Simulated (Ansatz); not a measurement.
## Straining Rh

These are results of DFT PBEsol, scalar-relativistic, plane waves, PAW in Ansatz, not measurements. Settings: 420 eV cutoff, 24×24×12 k-mesh, Gaussian smearing of 0.10 eV, no spin polarisation.

Starting point, cell and atoms relaxed:

```
CELL_PARAMETERS angstrom
2.68874 0.00000 0.00000
-1.34437 2.32851 0.00000
0.00000 0.00000 4.32902
ATOMIC_POSITIONS crystal
Rh 0.66667 0.33333 0.75000
Rh 0.33333 0.66667 0.25000
```

Deformation: biaxial strain in the a-b plane, with the length and tilt of c and the atoms relaxed, all within the symmetry that the strain leaves. Energies are extrapolated to zero smearing. On this cell's mesh the reference holds a stress of up to 0.54 GPa.

```tsv
strain (%)	ΔE (meV/atom)	a (Å)	b (Å)	c (Å)
-6.0	197.3	2.527	2.527	4.549
-4.0	78.4	2.581	2.581	4.477
-2.0	17.1	2.635	2.635	4.404
+0.0	0.0	2.689	2.689	4.329
+2.0	18.2	2.743	2.743	4.267
+4.0	62.1	2.796	2.796	4.196
+6.0	124.6	2.850	2.850	4.128
```

(1) What stiffness (1/V) d²E/dε² at zero strain does a cubic fit over all points give?

(2) How does the free axis c answer a small strain?

Answers

(1) A cubic fit gives (1/V) d²E/dε² = 1058 GPa at zero strain (twice the biaxial modulus).

(2) Between the innermost points its strain is -0.79 times the applied one.

This form isn't the element's structure at ambient conditions.